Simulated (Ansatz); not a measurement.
A structure relaxed at PBE0-D4/def2-TZVP, charge 1, multiplicity 1:

```tsv
atom	x (Å)	y (Å)	z (Å)
C1	0.001	0.205	-2.486
C2	0.856	0.099	-1.248
N3	0.037	-0.029	0.005
C4	0.796	0.431	1.217
C5	0.848	1.935	1.327
C6	-0.503	-1.419	0.178
C7	-1.738	-1.452	1.046
H8	-0.622	-0.675	-2.652
H9	0.651	0.307	-3.356
H10	-0.640	1.090	-2.455
H11	1.477	0.987	-1.132
H12	1.514	-0.772	-1.269
H13	-0.767	0.595	-0.099
H14	0.300	-0.002	2.085
H15	1.789	-0.016	1.139
H16	1.356	2.407	0.485
H17	-0.153	2.363	1.420
H18	1.400	2.203	2.228
H19	-0.723	-1.801	-0.818
H20	0.314	-2.011	0.594
H21	-2.550	-0.867	0.608
H22	-2.086	-2.482	1.123
H23	-1.555	-1.096	2.061
```

Task: Give its formula and SMILES.

Result: C6H16N, `CC[NH+](CC)CC`.

Task: Point group (tolerance 0.08 Å, 0.16 Å for H)?

Result: C3.

Task: Summarise the bond lengths by kind.

Result: 3 × C–C 1.509 Å; 15 × C–H 1.089 to 1.093 Å; 3 × C–N 1.502 Å; 1 × H–N 1.023 Å.

Program: Ansatz 0.2.0.
